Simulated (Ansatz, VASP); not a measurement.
## One calculation of MgI2, two programs

```xyz
3
Lattice="4.0660 0.0000 0.0000 -2.0330 3.5213 0.0000 0.0000 0.0000 6.6218" Properties=species:S:1:pos:R:3 pbc="T T T"
Mg    0.0000    0.0000    0.0000
I     0.0000    2.3475    1.6776
I     2.0330    1.1738    4.9442
```

Alike in both runs: functional PBE; dispersion D3(BJ); k mesh 6 × 6 × 4; occupations gaussian, width 0.02 eV; no spin polarisation.

Ansatz relaxed the structure, and its values are those at the end. VASP's run is a single point on that final structure, the one shown.

|  | VASP | Ansatz |
| --- | --- | --- |
| version | VASP 6.6.1 | Ansatz 0.2.0 |
| potentials or method | VASP PAW PBE potentials, release 64 (Mg, I) | scalar-relativistic, plane waves, PAW |
| plane-wave cutoff (eV) | 520 | 420 |
| valence electrons in the cell | 16 | 44 |

VASP gave:

```
gap on the k mesh at the Fermi level (eV) : 3.43
least direct gap on the mesh (eV)         : 3.80
pressure (GPa)                            : 1.2
rms of the force components (eV/Å)        : 0.004
```

Q: What did Ansatz give for the same quantities?

A: gap on the k mesh at the Fermi level (eV): 3.45; least direct gap on the mesh (eV): 3.82; pressure (GPa): 1.3; rms of the force components (eV/Å): 0.001.

The two sets of potentials don't hold the same shells in valence.

Caveats: spin-orbit coupling is left out, which moves the levels of the heavy elements. A k mesh can miss the band edges.
